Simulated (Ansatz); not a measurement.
# Nickel, dhcp under BLYP: structure, energy and stiffness, part 2 of 2

What does BLYP give for nickel in the dhcp structure? We relax it, solve it on a dense k-mesh, then scale the cell to 7 volumes from 88 to 112 % of the relaxed one and try a fit of the equation of state. The start is antiferromagnetic (alternate layers). The k-meshes are 14×14×4 for the relaxation; 19×19×5 for the dense run; 16×16×5 for the volumes.

Ansatz 0.2.0; DFT, BLYP, plane waves (420 eV) with PAW, scalar-relativistic. The steps go on from the part before.

## Step 6: Equation of state: 96 %

The input, input.yaml:

```yaml
crystal:
  lattice:
    - [2.4939233776, 0.0, 0.0]
    - [-1.2469616888, 2.1598010001, 0.0]
    - [0.0, 0.0, 8.171993239]
  atoms:
    - { symbol: Ni, position: [1.0, 1.0, 0.0], spin: -0.667 }
    - { symbol: Ni, position: [1.0, 1.0, 0.5], spin: -0.667 }
    - { symbol: Ni, position: [0.3333333333, 0.6666666667, 0.25], spin: -0.676 }
    - { symbol: Ni, position: [0.6666666667, 0.3333333333, 0.75], spin: -0.676 }
hamiltonian:
  xc: blyp
  pseudopotentials:
    kind: paw
    azcp:
      Ni: "pseudopotentials/Ni.paw.azcp"
basis:
  ecutwfc: 420
  fft_grid_basis: typed
kpoints:
  mp_grid: { grid: [16, 16, 5], shift: [0, 0, 0] }
magnetization:
  spin_polarized: true
scf:
  occupations: { method: fermi_dirac, width: 0.05 }
  lower_state_search: "off"
output:
  stress: true
  write_density: true
  write_potential: true
  elf: true
  volumetric_format: npy
```

Output:

```text
Warning: RAYON_NUM_THREADS=2 ignored (pool sized by the plan → 2); use --threads N
Engine: ansatz 0.2.0, x86_64-unknown-linux-gnu
Pseudopotentials: kind: paw
Pseudopotential: Ni, paw, valence charge 18, recommended cutoff 420 eV (normal), <dir>
Functional definition: BLYP
  parameter beta = 0.0042
  parameter a = 0.04918
  parameter b = 0.132
  parameter c = 0.2533
  parameter d = 0.349
  exchange = b88_x(beta = beta)
  correlation = lyp_c(a = a, b = b, c = c, d = d)
Crystal: 4 atoms, lattice volume = 44.017 Å³
Basis set: ecut = 420 eV, 837 PW (Γ), exchange–correlation on 36×36×120 points (8 copies of the dense FFT grid, shifted against one another)
Bands: 45, of which v1, the nominal top of the filled ones, is band 36 counted from 1 (35 counted from 0)
Symmetry: 24 space group operations
Space group: P63/mmc (ITA 194), of the structure as read, at distance tolerance 3.5e-5 Å
Magnetic group: BNS 194.263 (UNI 1493), of the structure as read, at distance tolerance 3.5e-5 Å
k-points: 90 of 1280
Non-local potential: Ni, projectors of the file, l = 0: 3, l = 1: 2, l = 2: 3, l = 3: 1
PAW form: soft (Blöchl's): semilocal exchange-correlation on the pseudo side does not see the compensation charge
PAW frozen core: Ni, regenerated for the run's functional, and the local potential with it (the file was generated under x = pbe(κ = 0.804, μ = 0.2195149727645171), c = pbe(β = 0.06672455060314922))
PAW one-centre angular grid: Ni, 590 points (default); XC on 64 Gauss nodes
Initial density: superposition of atomic densities (chi_scale 0.1, normalization cell)
Starting moments: Σ|m| = 2.686 μB on 4 of 4 sites
Initial wavefunctions: pseudopotential atomic-orbital guess
Functional: x = b88, c = lyp
iter 1 solved again at ethr=1.50e-3 eV; its pass at ethr=3.10e-3 eV (dr2=1.08e0 eV) is discarded
SCF iter   1: F=—  HF=-23393.117245 eV  |F-HF|=—  |Δ(HF+E_count)|=         —  Δρ=3.77e-2 (↑2.98e-2 ↓3.77e-2)  dr2=1.07e0  dr2_m=2.68e-2  M=-2.270 μB ∫|m|=2.401 μB  β_m=0.30  ethr=1.50e-3  ⟨swp⟩=1.6  Hψ=35254  notcnv=0
preconditioner: auto → Kerker (q_TF=auto, 2.961 Å⁻¹)  [metal: Δε(μ)=0.006 eV  Ē_g=9.342 eV  σ=0.050 eV  W_gap=0.03  n_scr=12 (ndim 8)  ℏωp=35.4 eV  f_vac=0.000  D(μ)=8.08/eV (n_scr^D=134)]
spin=Collinear: Kerker preconditioning applied to the charge; magnetization (m = ρ↑ − ρ↓) channel mixes plain (no charge-response kernel on spin).
SCF iter   2: F=—  HF=-23393.057085 eV  |F-HF|=—  |Δ(HF+E_count)|=   6.02e-2  Δρ=1.67e-2 (↑1.08e-2 ↓1.67e-2)  dr2=1.53e-1  dr2_m=2.41e-2  M=-2.318 μB ∫|m|=2.482 μB  β_m=0.30  ethr=1.49e-3  ⟨swp⟩=2.7  Hψ=12739  notcnv=0
SCF iter   3: F=—  HF=-23393.062306 eV  |F-HF|=—  |Δ(HF+E_count)|=   5.22e-3  Δρ=1.75e-2 (↑1.75e-2 ↓1.29e-2)  dr2=2.36e-1  dr2_m=2.85e-2  M=-2.325 μB ∫|m|=2.517 μB  β_m=0.30  ethr=2.13e-4  ⟨swp⟩=2.0  Hψ=10190  notcnv=0  defer=164
SCF iter   4: F=—  HF=-23393.058405 eV  |F-HF|=—  |Δ(HF+E_count)|=   3.90e-3  Δρ=9.97e-3 (↑6.42e-3 ↓9.97e-3)  dr2=4.61e-2  dr2_m=1.28e-2  M=-2.330 μB ∫|m|=2.546 μB  β_m=0.30  ethr=2.13e-4  ⟨swp⟩=2.0  Hψ=9157  notcnv=0  defer=174
SCF iter   5: F=—  HF=-23393.031271 eV  |F-HF|=—  |Δ(HF+E_count)|=   2.71e-2  Δρ=9.25e-3 (↑9.25e-3 ↓3.86e-3)  dr2=1.76e-2  dr2_m=1.12e-2  M=-2.349 μB ∫|m|=2.584 μB  β_m=1.00  ethr=6.40e-5  ⟨swp⟩=2.2  Hψ=13137  notcnv=0  defer=248
SCF iter   6: F=—  HF=-23393.041724 eV  |F-HF|=—  |Δ(HF+E_count)|=   1.05e-2  Δρ=4.88e-3 (↑4.88e-3 ↓2.20e-3)  dr2=9.26e-3  dr2_m=1.20e-3  M=-2.353 μB ∫|m|=2.634 μB  β_m=1.00  ethr=2.44e-5  ⟨swp⟩=2.6  Hψ=14041  notcnv=0  defer=296
SCF iter   7: F=—  HF=-23393.048522 eV  |F-HF|=—  |Δ(HF+E_count)|=   6.80e-3  Δρ=2.53e-3 (↑2.53e-3 ↓1.07e-3)  dr2=3.19e-3  dr2_m=2.55e-4  M=-2.361 μB ∫|m|=2.656 μB  β_m=1.00  ethr=1.29e-5  ⟨swp⟩=2.2  Hψ=12280  notcnv=0  defer=321
SCF iter   8: F=—  HF=-23393.050382 eV  |F-HF|=—  |Δ(HF+E_count)|=   1.86e-3  Δρ=1.53e-3 (↑1.53e-3 ↓6.96e-4)  dr2=1.31e-3  dr2_m=8.03e-5  M=-2.367 μB ∫|m|=2.667 μB  β_m=0.30  ethr=4.43e-6  ⟨swp⟩=1.0  Hψ=7770  notcnv=0  defer=321
Mixer restart at iter 8: flushing history
spin-set hold released at iteration 8 (site moments contracting): the magnetisation degrees of freedom join the quasi-Newton model from the next iteration; the mixer history was flushed
SCF iter   9: F=—  HF=-23393.052009 eV  |F-HF|=—  |Δ(HF+E_count)|=   1.63e-3  Δρ=1.43e-3 (↑1.43e-3 ↓3.22e-4)  dr2=7.70e-4  dr2_m=1.54e-4  M=-2.371 μB ∫|m|=2.675 μB  β_m=0.65  ethr=1.82e-6  ⟨swp⟩=1.0  Hψ=7810  notcnv=0  defer=321
SCF iter  10: F=—  HF=-23393.055269 eV  |F-HF|=—  |Δ(HF+E_count)|=   3.26e-3  Δρ=7.69e-3 (↑7.69e-3 ↓2.62e-3)  dr2=3.95e-2  dr2_m=2.80e-3  M=-2.385 μB ∫|m|=2.699 μB  β_m=0.32  ethr=1.07e-6  ⟨swp⟩=2.0  Hψ=14918  notcnv=0  defer=321  recentre
SCF iter  11: F=—  HF=-23393.053724 eV  |F-HF|=—  |Δ(HF+E_count)|=   1.55e-3  Δρ=9.31e-4 (↑9.31e-4 ↓6.62e-4)  dr2=1.86e-4  dr2_m=1.99e-4  M=-2.384 μB ∫|m|=2.696 μB  β_m=0.62  ethr=1.07e-6  ⟨swp⟩=2.2  Hψ=14445  notcnv=0  defer=321
SCF iter  12: F=—  HF=-23393.053834 eV  |F-HF|=—  |Δ(HF+E_count)|=   1.11e-4  Δρ=8.91e-5 (↑8.91e-5 ↓5.48e-5)  dr2=9.47e-7  dr2_m=1.52e-6  M=-2.390 μB ∫|m|=2.708 μB  β_m=0.75  ethr=2.59e-7  ⟨swp⟩=2.0  Hψ=11525  notcnv=0  defer=322
SCF iter  13: F=—  HF=-23393.053836 eV  |F-HF|=—  |Δ(HF+E_count)|=   1.85e-6  Δρ=2.96e-5 (↑2.96e-5 ↓2.91e-5)  dr2=7.29e-7  dr2_m=1.36e-7  M=-2.391 μB ∫|m|=2.710 μB  β_m=0.76  ethr=1.32e-9  ⟨swp⟩=2.0  Hψ=14422  notcnv=0  defer=322
SCF iter  14: F=—  HF=-23393.053838 eV  |F-HF|=—  |Δ(HF+E_count)|=   1.49e-6  Δρ=7.44e-5 (↑7.44e-5 ↓4.63e-5)  dr2=3.00e-6  dr2_m=9.12e-8  M=-2.392 μB ∫|m|=2.711 μB  β_m=0.67  ethr=1.01e-9  ⟨swp⟩=2.0  Hψ=14311  notcnv=0  defer=322
SCF iter  15: F=—  HF=-23393.053837 eV  |F-HF|=—  |Δ(HF+E_count)|=   3.39e-7  Δρ=1.57e-5 (↑1.57e-5 ↓3.93e-6)  dr2=5.61e-8  dr2_m=2.15e-8  M=-2.392 μB ∫|m|=2.711 μB  β_m=0.84  ethr=1.39e-10  ⟨swp⟩=10.6  Hψ=58632  notcnv=0
iter 16 met the thresholds in force, and the SCF goes on: an eigenvalue changes by 0.75 meV, over its tolerance of 0.50 meV (output.eigenvalues, Limitations)
SCF iter  16: F=-23393.053837 eV  HF=-23393.053837 eV  |F-HF|=3.89e-8  |Δ(HF+E_count)|=   1.02e-7  Δρ=9.66e-6 (↑9.66e-6 ↓1.24e-6)  dr2=4.25e-8  dr2_m=7.74e-9  M=-2.392 μB ∫|m|=2.711 μB  β_m=0.92  ethr=7.80e-11  ⟨swp⟩=7.0  Hψ=43756  notcnv=0
SCF iter  17: F=-23393.053837 eV  HF=-23393.053837 eV  |F-HF|=2.51e-9  |Δ(HF+E_count)|=  2.00e-10  Δρ=2.58e-6 (↑2.58e-6 ↓3.56e-7)  dr2=2.66e-9  dr2_m=6.52e-10  M=-2.392 μB ∫|m|=2.711 μB  ethr=5.90e-11  ⟨swp⟩=5.0  Hψ=41895  notcnv=0
SCF 1 converged in 17 iterations: F = -23393.053837 eV  dr2 = 2.66e-9
SCF converged after 17 iterations
an eigenvalue changed by more than its tolerance at an iteration that met the thresholds in force, so the SCF went on 1 time: the last check found none over its tolerance
Magnetization: -2.3916 μB (34.8042 up, 37.1958 down)
Absolute magnetization: 2.7136 μB (∫|ρ↑−ρ↓|, with the PAW one-centre terms)
Spin contamination: 0.0243 ħ² per cell (⟨S²⟩ above its minimum at these occupations)
Per-site moments (μB) at R_I (Å): [(-0.6245318528494819, 1.0287433932615502), (-0.6245318528494822, 1.0287433932615502), (-0.6394167581532043, 1.0287433932615502), (-0.6394167581532045, 1.0287433932615502)]
Free energy (F): -23393.053837 eV
Harris-Foulkes:  -23393.053837 eV  (|F-HF|=2.51e-9)
Internal energy: -23392.993192 eV  (E = F + TS)
E sigma→0 (E₀):  -23393.023515 eV
Entropy (-TS):   -0.060645 eV (-15.161 meV/atom)
Fermi energy:    18.350856 eV
--- Per-component energies (eV) ---
  E_band       = -1116.274236
  E_kinetic    = 1133.019211
  E_local      = -13831.226499  (includes V_loc(G=0)·N_el)
  E_nonlocal   = 2527.908304
  E_hartree    = 5792.371304
  E_xc         = -332.732255
  E_vxc        = -428.271170  (∫ρ·V_xc dr)
  E_paw        = -6566.072775  (= ΣΔE_a)
  E_vpaw       = -2102.447573  (= ΣTr[D̂ρ^β])
  E_aug_tail   = 0.001894  (compensation charges beyond the density's cutoff)
  E_ewald      = -12116.277725
  E_core_change = 0.015349  (= ΣΔE_core)
  E_smearing   = -0.060645  (= −TS)
  E_closure    = -0.000000  (closes the sum)
  Σ components = -23393.053837   (vs F -23393.053837, Δ=0.00e0)
--- Stress (GPa, compression-positive) ---
        7.265884      -0.000000       0.000000
        0.000000       7.265884       0.000000
        0.000000       0.000000       7.890616
  P = ⅓ Tr σ = 7.4741 GPa (74.741 kbar)
--- Band table (eV; the first three rows and the last of 180) ---
  k-point 0 ↑: bands = ["-84.2399", "-84.2277", "-84.2177", "-84.2055", "-44.8312", "-44.7323", "-44.7136", "-44.6593", "-44.6593", "-44.6462", "-44.6462", "-44.6408", "-44.6408", "-44.6277", "-44.6277", "-44.6135", "9.4520", "11.6843", "11.6855", "13.9753", "16.2691", "16.2694", "16.5605", "16.5605", "16.6144", "16.6144", "16.6463", "16.8256", "16.8256", "16.9018", "16.9018", "17.4629", "17.4629", "17.7908", "17.7908", "18.0440", "18.0440", "18.1631", "18.4256", "18.4256", "24.2771", "32.7817", "32.7825", "40.7964", "41.4084"]
  k-point 1 ↑: bands = ["-84.2391", "-84.2298", "-84.2156", "-84.2063", "-44.8260", "-44.7577", "-44.6881", "-44.6585", "-44.6585", "-44.6490", "-44.6490", "-44.6380", "-44.6380", "-44.6285", "-44.6285", "-44.6189", "9.5491", "10.9350", "12.4812", "13.9109", "16.3124", "16.3365", "16.5767", "16.5767", "16.6202", "16.6301", "16.6301", "16.8004", "16.8004", "16.8734", "16.8734", "17.4977", "17.4977", "17.7524", "17.7524", "17.8170", "18.0975", "18.0975", "18.3972", "18.3972", "24.8668", "30.4255", "35.2550", "40.8536", "41.2858"]
  k-point 2 ↑: bands = ["-84.2369", "-84.2336", "-84.2118", "-84.2085", "-44.8108", "-44.7872", "-44.6583", "-44.6564", "-44.6564", "-44.6530", "-44.6530", "-44.6343", "-44.6340", "-44.6340", "-44.6306", "-44.6306", "9.8373", "10.3062", "13.1931", "13.6766", "16.4436", "16.5473", "16.5735", "16.6189", "16.6189", "16.6523", "16.6523", "16.7676", "16.7676", "16.8092", "16.8092", "17.1286", "17.5795", "17.5795", "17.6722", "17.6722", "18.2075", "18.2075", "18.3182", "18.3182", "26.3237", "28.2425", "37.7847", "40.2081", "41.0151"]
  k-point 89 ↓: bands = ["-85.0109", "-85.0109", "-84.9825", "-84.9825", "-45.5700", "-45.5676", "-45.5616", "-45.5541", "-45.5346", "-45.5267", "-45.5237", "-45.5142", "-45.4662", "-45.4659", "-45.4351", "-45.4271", "14.6745", "14.6919", "14.7688", "14.7720", "14.9755", "15.0101", "15.0689", "15.1269", "15.6704", "15.7510", "15.7598", "15.8061", "16.6523", "16.6723", "17.0692", "17.1001", "17.5455", "17.6152", "17.6950", "17.6979", "22.1960", "22.4971", "23.9367", "23.9901", "24.3122", "24.6904", "26.5813", "27.0500", "28.4836"]
```

Wall time 19 s (2 threads of AMD EPYC 7R43 (Zen 3), shared host); peak memory 0.55 GiB.

Density in a lattice plane of the grid's cell (edges 2.49 and 8.17 Å, at 0.000 of the third edge), which holds Ni. It is the smooth density of the valence electrons, not physical close to the nuclei.

Values in e/Å³, 12 rows by 6 columns:
```
 2.73  1.23  0.36  0.24  0.36  1.23
 0.25  0.27  0.34  0.41  0.34  0.27
 0.26  0.34  0.85  1.58  0.86  0.34
 0.26  0.27  0.35  0.42  0.35  0.27
 2.45  1.13  0.35  0.24  0.35  1.13
55.34 13.68  0.96  0.32  0.96 13.68
 2.45  1.13  0.35  0.24  0.35  1.13
 0.26  0.27  0.35  0.42  0.35  0.27
 0.26  0.34  0.86  1.58  0.85  0.34
 0.25  0.27  0.34  0.41  0.34  0.27
 2.73  1.23  0.36  0.24  0.36  1.23
60.72 14.76  0.99  0.33  0.99 14.76
```
Columns run along the first of these edges and rows up along the second, over one cell in 6 and 12 even steps from the bottom left corner. Atoms in the plane (fractional): Ni at (0.00, 0.00), Ni at (0.00, 0.50).

Spin density (up less down) in a lattice plane of the grid's cell (edges 2.49 and 8.17 Å, at 0.000 of the third edge), which holds Ni.

Ten even steps from '0' (-2.67 e/Å³) to '9' (0.01 e/Å³):
```
78999998
99999999
99999999
99999999
99999999
99999999
99999999
99999999
78999998
06999996
78999998
99999999
99999999
99999999
99999999
99999999
99999999
99999999
78999998
05999995
```
Columns run along the first of these edges and rows up along the second, over one cell in 8 and 20 even steps from the bottom left corner. Atoms in the plane (fractional): Ni at (0.00, 0.00), Ni at (0.00, 0.50).

## Step 7: Equation of state: 100 %

Edit input.yaml of step 6 so:

```diff
@@ -2,5 +2,5 @@
   lattice:
-    - [2.4939233776, 0.0, 0.0]
-    - [-1.2469616888, 2.1598010001, 0.0]
-    - [0.0, 0.0, 8.171993239]
+    - [2.5280909574, 0.0, 0.0]
+    - [-1.2640454787, 2.1893909921, 0.0]
+    - [0.0, 0.0, 8.2839522644]
   atoms:
@@ -28,5 +28 @@
   stress: true
-  write_density: true
-  write_potential: true
-  elf: true
-  volumetric_format: npy
```

Output, shortened:

```text
Warning: RAYON_NUM_THREADS=2 ignored (pool sized by the plan → 2); use --threads N
[...]
Pseudopotentials: kind: paw
Pseudopotential: Ni, paw, valence charge 18, recommended cutoff 420 eV (normal), <dir>
Functional definition: BLYP
[...]
Crystal: 4 atoms, lattice volume = 45.852 Å³
Basis set: ecut = 420 eV, 909 PW (Γ), exchange–correlation on 36×36×120 points (8 copies of the dense FFT grid, shifted against one another)
[...]
Per-site moments (μB) at R_I (Å): [(-0.6388419626800335, 1.0428375199069893), (-0.6388419626800338, 1.0428375199069893), (-0.6528451580255118, 1.0428375199069893), (-0.6528451580255122, 1.0428375199069893)]
Free energy (F): -23393.094214 eV
[...]
E sigma→0 (E₀):  -23393.062071 eV
Entropy (-TS):   -0.064286 eV (-16.071 meV/atom)
Fermi energy:    17.446400 eV
[...]
--- Stress (GPa, compression-positive) ---
       -0.281823      -0.000000       0.000000
        0.000000      -0.281823       0.000000
        0.000000       0.000000       0.229451
  P = ⅓ Tr σ = -0.1114 GPa (-1.114 kbar)
```

Wall time 16 s (2 threads of AMD EPYC 7R43 (Zen 3), shared host); peak memory 0.55 GiB.

## Step 8: Equation of state: 104 %

Edit input.yaml of step 7 so:

```diff
@@ -2,5 +2,5 @@
   lattice:
-    - [2.5280909574, 0.0, 0.0]
-    - [-1.2640454787, 2.1893909921, 0.0]
-    - [0.0, 0.0, 8.2839522644]
+    - [2.5613591272, 0.0, 0.0]
+    - [-1.2806795636, 2.2182020723, 0.0]
+    - [0.0, 0.0, 8.3929641375]
   atoms:
```

Output, shortened:

```text
Warning: RAYON_NUM_THREADS=2 ignored (pool sized by the plan → 2); use --threads N
[...]
Pseudopotentials: kind: paw
Pseudopotential: Ni, paw, valence charge 18, recommended cutoff 420 eV (normal), <dir>
Functional definition: BLYP
[...]
Crystal: 4 atoms, lattice volume = 47.686 Å³
Basis set: ecut = 420 eV, 947 PW (Γ), exchange–correlation on 36×36×120 points (8 copies of the dense FFT grid, shifted against one another)
[...]
Per-site moments (μB) at R_I (Å): [(-0.6567145622437319, 1.0565606399532488), (-0.6567145622437317, 1.0565606399532488), (-0.6693656937051764, 1.0565606399532488), (-0.6693656937051765, 1.0565606399532488)]
Free energy (F): -23393.057456 eV
[...]
E sigma→0 (E₀):  -23393.023566 eV
Entropy (-TS):   -0.067781 eV (-16.945 meV/atom)
Fermi energy:    16.612689 eV
[...]
--- Stress (GPa, compression-positive) ---
       -6.181161       0.000000      -0.000000
        0.000000      -6.181161       0.000000
       -0.000000       0.000000      -5.828406
  P = ⅓ Tr σ = -6.0636 GPa (-60.636 kbar)
```

Run time: 11 s. Hardware: 2 threads of AMD EPYC 7R43 (Zen 3), shared host; peak memory 0.56 GiB.

## Step 9: Equation of state: 108 %

Edit input.yaml of step 8 so:

```diff
@@ -2,5 +2,5 @@
   lattice:
-    - [2.5613591272, 0.0, 0.0]
-    - [-1.2806795636, 2.2182020723, 0.0]
-    - [0.0, 0.0, 8.3929641375]
+    - [2.5937848369, 0.0, 0.0]
+    - [-1.2968924184, 2.2462835607, 0.0]
+    - [0.0, 0.0, 8.4992154693]
   atoms:
```

Output, shortened:

```text
Warning: RAYON_NUM_THREADS=2 ignored (pool sized by the plan → 2); use --threads N
[...]
Pseudopotentials: kind: paw
Pseudopotential: Ni, paw, valence charge 18, recommended cutoff 420 eV (normal), <dir>
Functional definition: BLYP
[...]
Crystal: 4 atoms, lattice volume = 49.520 Å³
Basis set: ecut = 420 eV, 995 PW (Γ), exchange–correlation on 36×36×120 points (8 copies of the dense FFT grid, shifted against one another)
[...]
Per-site moments (μB) at R_I (Å): [(-0.6776352354131225, 1.069936245219755), (-0.677635235413122, 1.069936245219755), (-0.6884954949104567, 1.069936245219755), (-0.6884954949104566, 1.069936245219755)]
Free energy (F): -23392.960268 eV
[...]
E sigma→0 (E₀):  -23392.924881 eV
Entropy (-TS):   -0.070774 eV (-17.694 meV/atom)
Fermi energy:    15.841806 eV
[...]
--- Stress (GPa, compression-positive) ---
      -10.783023      -0.000000      -0.000000
        0.000000     -10.783023       0.000000
       -0.000000       0.000000     -10.600236
  P = ⅓ Tr σ = -10.7221 GPa (-107.221 kbar)
```

Run time: 11 s. Hardware: 2 threads of AMD EPYC 7R43 (Zen 3), shared host; peak memory 0.56 GiB.

## Step 10: Equation of state: 112 %

Edit input.yaml of step 9 so:

```diff
@@ -2,5 +2,5 @@
   lattice:
-    - [2.5937848369, 0.0, 0.0]
-    - [-1.2968924184, 2.2462835607, 0.0]
-    - [0.0, 0.0, 8.4992154693]
+    - [2.625419477, 0.0, 0.0]
+    - [-1.3127097385, 2.2736799627, 0.0]
+    - [0.0, 0.0, 8.6028746546]
   atoms:
```

Output, shortened:

```text
Warning: RAYON_NUM_THREADS=2 ignored (pool sized by the plan → 2); use --threads N
[...]
Pseudopotentials: kind: paw
Pseudopotential: Ni, paw, valence charge 18, recommended cutoff 420 eV (normal), <dir>
Functional definition: BLYP
[...]
Crystal: 4 atoms, lattice volume = 51.354 Å³
Basis set: ecut = 420 eV, 1019 PW (Γ), exchange–correlation on 36×36×120 points (8 copies of the dense FFT grid, shifted against one another)
[...]
Per-site moments (μB) at R_I (Å): [(-0.6989323318525523, 1.0829855342690602), (-0.6989323318525529, 1.0829855342690602), (-0.7076391219515565, 1.0829855342690602), (-0.7076391219515568, 1.0829855342690602)]
Free energy (F): -23392.815811 eV
[...]
E sigma→0 (E₀):  -23392.779261 eV
Entropy (-TS):   -0.073100 eV (-18.275 meV/atom)
Fermi energy:    15.126605 eV
[...]
--- Stress (GPa, compression-positive) ---
      -14.384180       0.000000      -0.000000
        0.000000     -14.384180       0.000000
       -0.000000       0.000000     -14.320984
  P = ⅓ Tr σ = -14.3631 GPa (-143.631 kbar)
```

Wall time 13 s (2 threads of AMD EPYC 7R43 (Zen 3), shared host); peak memory 0.56 GiB.

## Step 11: Fitting the volumes

All volumes keep the relaxed shape and fractional coordinates.

```tsv
V (Å³/atom)	E − E₀ (meV/atom)	P from the stress (GPa)	P from the fit (GPa)	largest moment (μB)
10.087	109.3	29.39	29.31	0.62
10.546	43.8	17.12	16.96	0.63
11.004	9.6	7.47	7.30	0.64
11.463	0.0	-0.11	-0.27	0.65
11.921	9.6	-6.06	-6.20	0.67
12.380	34.3	-10.72	-10.84	0.69
12.838	70.7	-14.36	-14.47	0.71
```

Fit (Birch-Murnaghan, third order): V₀ = 11.445 Å³/atom, B₀ = 168 GPa, B₀′ = 5.1, largest residual 0.03 meV/atom.

Fit and stress differ a little: one follows E(σ → 0), the other the smeared free energy.

## Step 12: Summary of results

The summary covers parts 1 to 2.

| quantity | value |
| --- | --- |
| space group (spins left aside) | P6_3/mmc (No. 194) |
| conventional cell | a = 2.528 Å, c = 8.284 Å (c/a = 3.277) |
| volume | 11.463 Å³/atom |
| shortest distance | 2.528 Å |
| gap on the mesh | none (levels filled in part) |
| magnetic state | ferromagnetic, up to 0.68 μB per atom |
| relative to fcc, ferromagnetic | +12 meV/atom |
| V₀, B₀, B₀′ | 11.445 Å³/atom, 168 GPa, 5.1 |

The relaxation enlarged the cell by 4.8 % in volume. It lies 12 meV/atom above the element's reference form at the same level (fcc, ferromagnetic, from a run of its own). It ends ferromagnetic, with up to 0.68 μB per atom. That is not the order it started in. Levels at the Fermi energy are filled in part, as in a metal. B₀ comes out at 168 GPa; letting shape and positions relax at each volume could only lower it. Relaxation kept the symmetry; phonons were not checked.
